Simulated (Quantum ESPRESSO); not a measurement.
CuI (Marshite) under changes of volume

One of the cells (27.859 Å³/atom); the others are scaled copies at fixed shape and fractional positions:

```
I Cu
1.0
     0.00000    3.03150    3.03150
     3.03150    0.00000    3.03150
     3.03150    3.03150    0.00000
I Cu
1 1
Cartesian
  0.0000 0.0000 0.0000
  4.5473 4.5473 4.5473
```

- Program: Quantum ESPRESSO 7.5
- Functional: PBE
- Potentials or basis: SSSP 1.3 efficiency PBE
- Cutoff: 748 eV
- Density cutoff: 5987 eV
- k mesh: 8 × 8 × 8
- Occupations: fermi-dirac, width 0.05 eV
- Spin: no spin polarisation

```csv
volume (Å³/atom),energy over the lowest point (meV/atom),pressure (GPa),gap on the mesh (eV)
26.188,21.76,3.5,1.28
26.745,11.05,2.4,1.22
27.302,4.15,1.4,1.16
27.859,?,?,?
28.417,0.00,-0.3,1.06
28.974,2.01,-1.0,1.01
29.531,6.35,-1.7,0.96
```

Q: What does the run at 27.859 Å³/atom give?

A: Energy over the lowest point 0.58 meV/atom; pressure 0.5 GPa; gap on the mesh 1.11 eV.

Worked out: A Birch-Murnaghan fit of order 3 (a polynomial in V^(-2/3)) to the other rows has its minimum at 28.26 Å³/atom with B0 = V·E''(V) = 39 GPa and B' = 5.3. It gives 0.59 meV/atom at 27.859 Å³/atom, against the run's 0.58, and -dE/dV = 0.6 GPa, against 0.5. A straight line through the other rows of the gap, of slope -2.64 eV per unit of ln V (its deformation potential), gives 1.11 eV, against the run's 1.11.

Energies are extrapolated to zero smearing.

Caveats: spin-orbit coupling is left out, which moves the levels of the heavy elements.
